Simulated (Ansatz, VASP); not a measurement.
## BN in VASP and in Ansatz

```
CELL_PARAMETERS angstrom
-0.03615 1.78943 1.78943
1.78943 -0.03615 1.78943
1.78943 1.78943 -0.03615
ATOMIC_POSITIONS crystal
B 0.00000 0.00000 0.00000
N 0.75000 0.75000 0.75000
```

Change from the starting cell: equal xy, yz and zx shear strains of -2 %, crystal datasets.

Alike in both runs: task electric field gradients; functional LDA; k mesh 11 × 11 × 11; occupations fermi-dirac, width 0.02 eV; no spin polarisation.

|  | VASP | Ansatz |
| --- | --- | --- |
| version | VASP 6.6.1 | Ansatz 0.2.0 |
| potentials or method | VASP PAW LDA potentials, release 64 (B, N), cutoff 520 eV | all-electron PAW with datasets made for the crystal, scalar-relativistic |

Ansatz gave:

| Property | Result |
| --- | --- |
| gap on the k mesh at the Fermi level (eV) | 4.38 |
| pressure (GPa) | -10.3 |
| largest component of the traceless stress (GPa) | 9.11 |
| rms of the force components (eV/Å) | 0.055 |
| Vzz of the field gradient on the site that differs most (V/Å²) | -6.3 |

**Question.** What did VASP give for the same quantities?

**Answer.** gap on the k mesh at the Fermi level (eV): 4.37; pressure (GPa): -9.5; largest component of the traceless stress (GPa): 9.15; rms of the force components (eV/Å): 0.058; Vzz of the field gradient on the site that differs most (V/Å²): -6.6.

Atom by atom the forces differ by 0.002 eV/Å (rms over components). Ansatz ran all-electron here, so the differences hold the error of VASP's frozen core and of both bases.

Caveats: an odd mesh through Γ misses points on the zone boundary, where band edges often lie.
